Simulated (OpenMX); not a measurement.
## BaTiO3 in OpenMX: the effect of biaxial strain

BaTiO3:

```
CELL_PARAMETERS angstrom
2.71456 1.56725 2.31773
-2.71456 1.56725 2.31773
0.00000 -3.13451 2.31773
ATOMIC_POSITIONS crystal
Ba 0.03347 0.98847 0.00184
Ti 0.50610 0.52748 0.53723
O 0.48625 0.49715 0.97115
O 0.47409 0.98642 0.47201
O 0.97879 0.47918 0.49647
```

Alike in all runs:

* Program: OpenMX 3.8.5
* Task: band structure
* Functional: PBE
* Potentials or basis: OpenMX 2013 PBE set, Ba10.0-s3p2d2, Ti7.0-s3p2d2, O6.0-s2p2d1, grid cutoff 400 Ry
* k mesh: 5 × 5 × 5
* Occupations: fermi-dirac, width 0.05 eV
* Spin: no spin polarisation

```tsv
biaxial strain	gap on the mesh (eV)	pressure (GPa)	largest force (eV/Å)
-4 %	2.95	31.9	3.90
-2 %	2.79	20.6	3.04
0 %	2.63	11.4	2.29
2 %	2.46	3.9	1.65
4 %	?	?	?
```

Problem. What does the run with biaxial strain 4 % give?

Solution. gap on the mesh 2.29 eV; pressure -2.1 GPa; largest force 1.12 eV/Å.

Worked out: A straight line through the other rows of the gap on the mesh, of slope -0.0815 eV per %, extrapolates to 2.30 eV, against the run's 2.29. A parabola through the other rows of the pressure, of slope -2.29 GPa per % there, extrapolates to -1.6 GPa, against the run's -2.1. A parabola through the other rows of the largest force, of slope -0.238 eV/Å per % there, extrapolates to 1.12 eV/Å, against the run's 1.12.

Caveats: spin-orbit coupling is left out, which moves the levels of the heavy elements; the mesh misses the band edges, which the band path finds closer together; the basis of atomic orbitals isn't converged, which shifts pressures, moduli and gaps; forces of over 1 eV/Å show positions far from the minimum, so gaps and moduli don't describe the material at rest.
